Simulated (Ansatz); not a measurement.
Crystal: HfSiO4 (Hafnon).

```xyz
12
Lattice="-3.2862 3.2862 2.9816 3.2862 -3.2862 2.9816 3.2862 3.2862 -2.9816" Properties=species:S:1:pos:R:3 pbc="T T T"
Hf    0.0000    0.0000    0.0000
Hf    0.0000    3.2862    1.4908
Si    0.0000    0.0000    2.9816
Si    3.2862    0.0000    1.4908
O     2.0736    3.2862    1.0746
O     3.2863   -1.2126    2.5654
O     1.2126    0.0000    4.0562
O     3.2862    1.2126    2.5654
O     2.0736    0.0000    0.4162
O     0.0000    1.2126    1.9070
O     4.4989    0.0000    0.4162
O     3.2862    2.0736   -1.0746
```

Base run:

```yaml
Program: Ansatz 0.2.0
Functional: RPBE
Potentials_or_basis: Ansatz PAW
Cutoff: "420 eV (not typed: the program's choice for these potentials)"
k_mesh: 5 × 5 × 5
Occupations: fermi-dirac, width 0.05 eV
Spin: no spin polarisation
```

Its results: band gap on the k mesh 5.54 eV, indirect (least direct gap 5.91 eV); pressure 12.3 GPa; largest force 0.368 eV/Å.

**Question.** After a change of settings the same cell gave: band gap on the k mesh 5.52 eV, indirect (least direct gap 5.89 eV); pressure 11.1 GPa; largest force 0.364 eV/Å. Which change was it?
A. functional from RPBE to revPBE
B. functional from RPBE to PBEsol
C. functional from RPBE to r2SCAN; cutoff from 420 eV (not typed: the program's choice for these potentials) to 500 eV (not typed: the program's choice for these potentials)
D. functional from RPBE to BLYP

**Answer.** A.

Caveats: spin-orbit coupling is left out, which moves the levels of the heavy elements; the PAW data sets come from PBE, with cores solved anew for the run's functional, which leaves a small shift of forces and pressure.

Runs at the PBE level aren't shown here.
